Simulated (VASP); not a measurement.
# Ru in VASP: relaxation of the atoms with PBE

Aim: the relaxation of the atoms of Ru with PBE.

Program: VASP 6.6.1. These are calculated values, not measurements. Logs are shortened: lines on timing, memory, paths and dates and some standing lists are left out, and cuts for length are marked.

### 1 The structure

The cell holds a slab with vacuum, 4 atoms: a = 2.719 Å, b = 2.719 Å, c = 25.752 Å, α = 90.00°, β = 90.00°, γ = 120.00°.

The cell was built by a generator and needn't be a form met in nature.

### 2 Relaxation of the atoms, PBE

Input file INCAR:

```
ALGO = Fast ; DIPOL = 0.5 0.5 0.500
EDIFF = 1E-6 ; EDIFFG = -0.02
ENCUT = 240 ; GGA = PE
IBRION = 2 ; IDIPOL = 3
ISIF = 2 ; ISMEAR = 1
KPAR = 2 ; LASPH = True
LCHARG = False ; LDIPOL = True
LREAL = False ; LWAVE = False
NELM = 120 ; NSW = 90
PREC = Accurate ; SIGMA = 0.1
```

Input file KPOINTS:

```
k-points
0
Gamma
  14 14 1
```

Input file POSCAR:

```
Ru
1.0
    2.7193470000      0.0000000000      0.0000000000
   -1.3596735000      2.3550235400      0.0000000000
    0.0000000000      0.0000000000     25.7524302000
Ru
4
Selective dynamics
Direct
    0.3333330000      0.6666670000      0.3748749300  F F F
    0.6666670000      0.3333330000      0.4582916400  T T T
    0.3333330000      0.6666670000      0.5417083600  T T T
    0.6666670000      0.3333330000      0.6251250700  T T T
```

Potentials or basis: VASP PAW PBE potentials, release 64 (Ru_pv).

Started as:

```bash
$ cat potpaw_PBE.64/Ru_pv/POTCAR > POTCAR
$ mpirun -np 2 vasp_std > vasp.out
```

OUTCAR:

```text
EDIFF = 1E-6
   EDIFFG = -0.02
   ENCUT = 240
   GGA = PE
   IBRION = 2
   ISIF = 2
   ISMEAR = 1
   LASPH = True
   LREAL = False
   NELM = 120
   NSW = 90
   PREC = Accurate

 ion  position               nearest neighbor table
   1  0.333  0.667  0.375-   2 2.66   2 2.66   2 2.66
   2  0.667  0.333  0.458-   1 2.66   1 2.66   3 2.66   3 2.66   1 2.66   3 2.66
   3  0.333  0.667  0.542-   4 2.66   4 2.66   2 2.66   2 2.66   4 2.66   2 2.66
   4  0.667  0.333  0.625-   3 2.66   3 2.66   3 2.66

  LATTYP: Found a hexagonal cell.
 ALAT       =     2.7193470000
 C/A-ratio  =     9.4700787358

  Lattice vectors:

 A1 = (   2.7193470000,   0.0000000000,   0.0000000000)
 A2 = (  -1.3596735000,   2.3550235400,   0.0000000000)
 A3 = (   0.0000000000,   0.0000000000,  25.7524302000)

Analysis of symmetry for initial positions (statically):
=====================================================================
 Subroutine PRICEL returns:
 Original cell was already a primitive cell.

 Routine SETGRP: Setting up the symmetry group for a
 hexagonal supercell.

 Subroutine GETGRP returns: Found 12 space group operations
 (whereof 12 operations were pure point group operations)
 out of a pool of 24 trial point group operations.

The static configuration has the point symmetry D_3d.

Analysis of symmetry for dynamics (positions and initial velocities):
=====================================================================
 Subroutine PRICEL returns:
 Original cell was already a primitive cell.

 Routine SETGRP: Setting up the symmetry group for a
 hexagonal supercell.

 Subroutine GETGRP returns: Found 12 space group operations
 (whereof 12 operations were pure point group operations)
 out of a pool of 24 trial point group operations.

The dynamic configuration has the point symmetry D_3d.

Analysis of constrained symmetry for selective dynamics:
=====================================================================
 Subroutine PRICEL returns:
 Original cell was already a primitive cell.

 Routine SETGRP: Setting up the symmetry group for a
 hexagonal supercell.

 Subroutine GETGRP returns: Found  6 space group operations
 (whereof  6 operations were pure point group operations)
 out of a pool of 24 trial point group operations.

[... 138 lines left out ...]
  energy-cutoff  :      240.00
  volume of cell :      164.92
 maximum number of plane-waves:      1432
 NGX is ok and might be reduce to    14
   NGX =  7   NGY =  7   NGZ = 65

--------------------------------------- Ionic step        1  -------------------------------------------

 number of electron      55.9999963 magnetization

 Free energy of the ion-electron system (eV)
  ---------------------------------------------------
  ext. energy  EPLUGINS =         0.00000000
  ---------------------------------------------------
  free energy    TOTEN  =       -34.66368627 eV

  energy without entropy =      -34.66835113  energy(sigma->0) =      -34.66524122

------------------------ aborting loop because EDIFF is reached ----------------------------------------

  FORCE on cell =-STRESS in cart. coord.  units (eV):
  Direction    XX          YY          ZZ          XY          YZ          ZX
  --------------------------------------------------------------------------------------
  -------------------------------------------------------------------------------------
  Total       -8.0025325     -8.0025322     -7.5734043      0.0000000     -0.0000000      0.0000000
  in kB      -77.7427554    -77.7427525    -73.5738741      0.0000000     -0.0000000      0.0000000
  external PRESSURE =     -76.3531274 kB  Pullay stress =       0.0000000 kB
[... 95 lines left out ...]
  FREE ENERGIE OF THE ION-ELECTRON SYSTEM (eV)
  ---------------------------------------------------
  free  energy   TOTEN  =       -34.6941438868 eV

  energy  without entropy=      -34.6938981213  energy(sigma->0) =      -34.69406196

[... ionic steps 4 to 7 ...]

--------------------------------------- Ionic step        8  -------------------------------------------

 number of electron      55.9999956 magnetization

------------------------ aborting loop because EDIFF is reached ----------------------------------------
[... 65 lines left out ...]
  FREE ENERGIE OF THE ION-ELECTRON SYSTEM (eV)
  ---------------------------------------------------
  free  energy   TOTEN  =       -34.7172217471 eV

  energy  without entropy=      -34.7162735872  energy(sigma->0) =      -34.71690569

 dipolmoment           0.000000      0.000000     -0.000012 electrons x Angstroem

--------------------------------------- Ionic step       10  -------------------------------------------

 number of electron      55.9999956 magnetization

 dipolmoment           0.000000      0.000000      0.000005 electrons x Angstroem

 Free energy of the ion-electron system (eV)
  ---------------------------------------------------
  ext. energy  EPLUGINS =         0.00000000
  ---------------------------------------------------
  free energy    TOTEN  =       -34.71759461 eV

  energy without entropy =      -34.71633804  energy(sigma->0) =      -34.71717576

 E-fermi :   0.9158     XC(G=0):  -5.5075

 val. band max:        0.9128618937   @ k =   0.2857   0.0714   0.0000
 cond. band min:       0.9200620072   @ k =   0.2143   0.0000   0.0000
 fundamental gap:      0.0072001135
 Fermi energy:         0.9157837054

 k-point     1 :       0.0000    0.0000    0.0000
  band No.  band energies     occupation
      1     -42.7091      2.00000
      2     -42.3071      2.00000
      3     -41.9106      2.00000
      4     -41.9106      2.00000
      5     -41.8299      2.00000
      6     -41.8299      2.00000
[... 853 lines left out ...]
     32       2.1684     -0.00000
     33       7.5860      0.00000

------------------------ aborting loop because EDIFF is reached ----------------------------------------

 vacuum level on the upper side and lower side of the slab       (xc-potential included)        -0.244        -0.246

  FORCE on cell =-STRESS in cart. coord.  units (eV):
  Direction    XX          YY          ZZ          XY          YZ          ZX
  --------------------------------------------------------------------------------------
  -------------------------------------------------------------------------------------
  Total       -6.8858229     -6.8858226     -4.2614161     -0.0000000      0.0000000      0.0000000
  in kB      -66.8941795    -66.8941770    -41.3986730     -0.0000000      0.0000000      0.0000000
  external PRESSURE =     -58.3956765 kB  Pullay stress =       0.0000000 kB
[... 19 lines left out ...]
  FREE ENERGIE OF THE ION-ELECTRON SYSTEM (eV)
  ---------------------------------------------------
  free  energy   TOTEN  =       -34.7175946103 eV

  energy  without entropy=      -34.7163380449  energy(sigma->0) =      -34.71717576

 reached required accuracy - stopping structural energy minimisation

 vacuum level on the upper side and lower side of the slab         5.719         5.713
```

OSZICAR:

```text
N       E                     dE             d eps       ncg     rms          rms(c)
DAV:   1     0.278474026439E+03    0.27847E+03   -0.27687E+04  2403   0.899E+02
[... 142 lines left out ...]
RMM:   3    -0.347180571074E+02   -0.39075E-03   -0.13448E-03  1709   0.226E-01    0.173E-01
RMM:   4    -0.347176505092E+02    0.40660E-03   -0.49098E-04  1717   0.111E-01    0.801E-02
RMM:   5    -0.347175956676E+02    0.54842E-04   -0.21990E-04  1699   0.711E-02    0.332E-02
RMM:   6    -0.347175942575E+02    0.14101E-05   -0.53472E-05  1732   0.408E-02    0.212E-02
RMM:   7    -0.347175931925E+02    0.10649E-05   -0.27654E-05  1638   0.270E-02    0.118E-02
RMM:   8    -0.347175943993E+02   -0.12067E-05   -0.86802E-06  1397   0.139E-02    0.362E-03
RMM:   9    -0.347175946103E+02   -0.21102E-06   -0.33326E-06   998   0.674E-03
  10 F= -.34717595E+02 E0= -.34717176E+02  d E =-.126466E-03
```

Wall time 4.5 min (2 MPI ranks of Intel Xeon Platinum 8259CL at 2.50GHz (Skylake/Cascade Lake), shared host); peak memory 0.17 GiB.

Results:

```yaml
Free_energy: -34.7176 eV
Energy_gained_by_relaxing: 13.5 meV/atom
Ionic_steps: 10
Band_gap_on_the_k_mesh: none (metal or under the smearing width)
```

Step by step:
| step | energy change (eV) | largest force (eV/Å) | pressure (GPa) |
| --- | --- | --- | --- |
| 1 | 0.0000 | 0.6965 | -7.64 |
| 2 | -0.0300 | 0.5346 | -7.17 |
| 3 | -0.0305 | 0.5108 | -7.09 |
| 4 | -0.0357 | 0.4510 | -6.94 |
| 5 | -0.0475 | 0.2634 | -6.49 |
| 6 | -0.0526 | 0.1513 | -5.54 |
| 7 | -0.0538 | 0.0529 | -5.84 |
| 8 | -0.0538 | 0.0528 | -5.81 |
| 9 | -0.0535 | 0.1003 | -5.88 |
| 10 | -0.0539 | 0.0098 | -5.84 |

Final structure:
```
Ru
1.0
     2.71935    0.00000    0.00000
    -1.35967    2.35502    0.00000
     0.00000    0.00000   25.75243
Ru
4
Direct
  0.33333 0.66667 0.37487
  0.66667 0.33333 0.45534
  0.33333 0.66667 0.53925
  0.66667 0.33333 0.61977
```

Caveat: the cutoff is under 1.25 times the usual one of these potentials, so pressure, stress and relaxed cells hold a basis-set (Pulay) error.
